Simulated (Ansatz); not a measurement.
# Nb_Si in Si3N4 (P6_3/m): charge-transition levels and formation energies, part 2 of 2

Wanted: the transition levels of a substitutional impurity in Si3N4 (P6_3/m), from a cell of 126 host atoms with 1 Si taken out and 1 Nb put in.

Ansatz; place-levels on PBEsol runs: charge-transition levels and formation energies with image-charge correction and potential alignment at the atomic sites; PAW set soft_1.

So far: The starting structure; The runs of each charge state.

## (3) Placing the levels, PBEsol

A charged cell interacts with its images and the background, and its potential has another zero than the host's. place-levels removes the first by a point-charge model, screened by the static dielectric constant since the ions have relaxed around the charge, and the second by comparing potentials at atoms far from the defect.

The host is a run of the defect-free crystal in the same cutoffs, grids and k-points, so that basis and sampling errors cancel in part in the differences. Its band edges come from a run of the primitive cell that searches the zone for them. The host is run in a cell of 42 atoms on a matching mesh. Chemical potentials are energies per atom of Si (diamond) and Nb (bcc), run with the same functional and cutoff.

levels.point.yaml reads:

```yaml
host:
  run: host.point.run
  levels_from: { run: edges.point.run }
states: [qm1.point.run, qm1_M2.point.run, q0_M1.point.run, qp1.point.run]
geometry_from:
  qm1.point.run: qm1.relax.run
  qm1_M2.point.run: qm1_M2.relax.run
  q0_M1.point.run: q0_M1.relax.run
  qp1.point.run: qp1.relax.run
  host.point.run: host.relax.run
chemical_potentials:
  Si:
    energy: -621.49341
    dataset: <sha256 of the dataset>
  Nb:
    energy: -4495.485489
    dataset: "<sha256 of the dataset>"
epsilon: [4.29, 4.29, 4.37]
static_epsilon: [8.29, 8.29, 8.25]
vertical:
  - { from: qm1.point.run, to: qm1.point_neutral.run }
  - { from: qm1_M2.point.run, to: qm1_M2.point_neutral.run }
  - { from: qp1.point.run, to: qp1.point_neutral.run }
```

On the command line:

```console
$ ansatz place-levels levels.point.yaml -- --threads 4 --pin off --max-ram 15073MiB
```

What it wrote:

```text
[... repeated set-up lines and file paths are left out, and long positions are rounded to six places ...]
(+1/0) 1.993 eV above the valence edge, 2.194 eV under the conduction edge
(0/-1) 3.088 eV above the valence edge, 1.098 eV under the conduction edge
formation energy of charge +1: +1.097 eV with the Fermi level at the valence edge
formation energy of charge 0: +3.090 eV with the Fermi level at the valence edge
formation energy of charge -1: +6.178 eV with the Fermi level at the valence edge
vertical -1 to 0: no energy, since no alignment is typed
  the change from vertical[0].from (qm1.point.run) to vertical[0].to (qm1.point_neutral.run): by its potential at epsilon [4.29, 4.29, 4.37] it stands at 0.445 0.531 0.583, with an rms radius of about 2.3 Å (1.5 1.5 1.0 Å across the planes of the cell's [...]
vertical -1 to 0: no energy, since no alignment is typed
  the change from vertical[1].from (qm1_M2.point.run) to vertical[1].to (qm1_M2.point_neutral.run): by its potential at epsilon [4.29, 4.29, 4.37] it stands at 0.393 0.484 0.584, with an rms radius of about 2.1 Å (1.2 1.0 1.4 Å across the planes of the cell's [...]
vertical +1 to 0: no energy, since no alignment is typed
  the change from vertical[2].from (qp1.point.run) to vertical[2].to (qp1.point_neutral.run): by its potential at epsilon [4.29, 4.29, 4.37] it stands at 0.376 0.487 0.584, with an rms radius of about 2.1 Å (1.4 1.2 1.0 Å across the planes of the cell's [...]
  edges by pbesol of host.levels_from (edges.point.run), its mesh sampled to repeats of 26.19 Å (the valence edge +0.130 eV and the conduction edge -0.336 eV from those of the host's own run), gap 4.186 eV; the host is sampled to repeats of 26.41 Å
  the defect's cells are sampled to repeats of 26.41 Å, like sampling
  charge +1: -64845.4056 eV with its correction of +0.367 eV, at epsilon [8.29, 8.29, 8.25], aligned at sites: +0.1487 eV, mean over 89 atomic sites at or beyond 4.37 Å from the defect at [0.3528, 0.4732, 0.5833], with +0.008110 for the charge's moments and [...]
  charge 0: +0.000 eV for its dipole among its images, +0.000 omitted
  charge -1: -64824.0814 eV with its correction of +0.030 eV, at epsilon [8.29, 8.29, 8.25], aligned at sites: +0.1887 eV, mean over 89 atomic sites at or beyond 4.37 Å from the defect at [0.3528, 0.4732, 0.5833], with +0.017964 for the charge's moments and [...]
  charge -1: states[0] (qm1.point.run) stands 0.115 eV higher, with a moment of 0.00 μB against 2.00
  of states[2] (q0_M1.point.run): stability_check_not_made
  of states[1] (qm1_M2.point.run): stability_check_not_made
  of vertical[1].from (qm1_M2.point.run): stability_check_not_made
```

Elapsed: 0.8 s, on 4 threads of Arm Neoverse V1, shared host.

Levels between the charges placed, in eV above the valence top:

|  | gap (eV) | (+1/0) | (0/−1) |
| --- | --- | --- | --- |
| PBEsol | 4.19 | 1.99 | 3.09 |

Corrections by state:

| charge | moment (μB) | image terms and alignment (eV) | band filling (eV) | ε used | over the lowest of its charge, as the program ranks them, band filling apart (eV) |
| --- | --- | --- | --- | --- | --- |
| +1 | 0.0 | 0.367 | - | principal values (8.25, 8.29, 8.29) | 0.000 |
| 0 | 1.0 | 0.000 | - | - | 0.000 |
| −1 | 2.0 | 0.030 | - | principal values (8.25, 8.29, 8.29) | 0.000 |
| −1 | 0.0 | 0.025 | - | principal values (8.25, 8.29, 8.29) | 0.115 |

The charged structures listed were also run neutral, and place-levels reads from each pair, by the potential or the spins, how wide the charge is by which they differ; that can be the carrier of either run.

| charge | rms radius (Å) | spread where it is widest against the cell (Å) | wide from (Å) | reading |
| --- | --- | --- | --- | --- |
| +1 | 2.1 | 1.05 | 1.51 | narrow |
| −1 | 2.1 | 1.36 | 1.51 | narrow |

The neutral runs of these pairs need not share the spin of the lowest neutral state, and very wide values only mean spread over the cell.

From the program's caveats on the states, each cut to its opening words:

- charge 0 (1 μB), −1 (2 μB): flagged: stability check not made

Chemical potentials of the elements' reference phases, run alike. Formation energy by charge state (elemental references; gap 4.19 eV):

| charge | at valence top (eV) | at conduction bottom (eV) | correction included (eV) |
| --- | --- | --- | --- |
| +1 | 1.10 | 5.28 | 0.37 |
| 0 | 3.09 | 3.09 | 0.00 |
| −1 | 6.18 | 1.99 | 0.03 |

(Fermi level (eV), lowest formation energy (eV)): (0.00, 1.10), (0.38, 1.48), (0.76, 1.86), (1.14, 2.24), (1.52, 2.62), (1.90, 3.00), (2.28, 3.09), (2.67, 3.09), (3.05, 3.09), (3.43, 2.75), (3.81, 2.37), (4.19, 1.99)

## (4) The same at the relaxations' own k-points

The relaxations' own energies give the levels at their sampling, for comparison.

levels.relax_mesh.yaml reads:

```yaml
host:
  run: host.relax.run
  levels_from: { run: edges.relax.run }
states: [qm1.relax.run, qm1_M2.relax.run, q0_M1.relax.run, qp1.relax.run]
chemical_potentials:
  Si:
    energy: -621.49341
    dataset: <sha256 of the dataset>
  Nb:
    energy: -4495.485489
    dataset: "<sha256 of the dataset>"
```

On the command line:

```console
$ ansatz place-levels levels.relax_mesh.yaml -- --threads 4 --pin off --max-ram 15073MiB
```

What it wrote:

```text
(+1/0) 1.991 eV above the valence edge, 2.195 eV under the conduction edge
(0/-1) 3.088 eV above the valence edge, 1.098 eV under the conduction edge
formation energy of charge +1: +1.096 eV with the Fermi level at the valence edge
formation energy of charge 0: +3.087 eV with the Fermi level at the valence edge
formation energy of charge -1: +6.175 eV with the Fermi level at the valence edge
  edges by pbesol of host.levels_from (edges.relax.run), its mesh sampled to repeats of 26.19 Å (the valence edge +0.231 eV and the conduction edge -0.359 eV from those of the host's own run), gap 4.186 eV; the host is sampled to repeats of 15.83 Å
[... the lines on each state left out ...]
```

Elapsed: 0.25 s, on 4 threads.

Levels between neighbouring charges, in eV above the valence top:

|  | gap (eV) | (+1/0) | (0/−1) |
| --- | --- | --- | --- |
| one point at (¼, ¼, ¼) | 4.19 | 1.99 | 3.09 |
| a 2×2×2 shifted mesh | 4.19 | 1.99 | 3.09 |

Going from one point at (¼, ¼, ¼) to a 2×2×2 shifted mesh moves the levels that carry no band-filling term by up to 0.00 eV and formation energies against the elements by up to 0.00 eV.

## (5) Results

```
gap of the host                                                             : 4.19 eV (PBEsol)
level (plus 1/0)                                                            : 1.99 eV above the valence top
level (0/minus 1)                                                           : 3.09 eV above the valence top
lowest of the charges placed, just above the valence top (0.02 eV)          : +1
lowest of the charges placed, just below the conduction bottom (0.02 eV)    : −1
lowest formation energy at mid-gap of the charges run, elemental references : 3.09 eV
```

Of the charges placed (−1, 0 and +1), the lowest changes at 1.99 eV (+1/0) and 3.09 eV (0/−1) above the valence top, in a gap of 4.19 eV. Charges above +1 and below −1 were not placed, so these runs say nothing of levels that involve them. States placed: +1 at 0 μB; 0 at 1 μB; −1 at 2 μB and 0 μB. Other spin states or structures, where not listed, weren't placed. Nb is taken at its element; compounds, which aren't counted here, bound the chemical potentials and would shift these formation energies. Going from one point at (¼, ¼, ¼) to a 2×2×2 shifted mesh moves the levels that carry no band-filling term by up to 0.00 eV and formation energies against the elements by up to 0.00 eV. Keep in mind: the images are only 8.7 Å apart; PBEsol makes the gap too small and tends to spread out bound carriers; where a gas molecule sets a chemical potential or the host's formation energy, its binding is uncorrected.

[Logs are printed without paths, hosts, clocks, repeated set-up lines and the standing remarks that a program may print on its own settings, such as how far it seeks lower states.]

[Hosts, paths, dates, database ids (printed as entryN), source tags and the programs' standing remarks are cut or masked in the printed files.]

[Where a table of states has a column of steps, it counts the stored structures, which are thinned; the runs took as many ionic steps or more.]

[A defect's name tells the site on which it was built; relaxed atoms can leave that site.]

[For some hosts the program warned that the k-mesh of the response run may be too coarse for force constants and the static dielectric constant; such warnings are not shown here.]
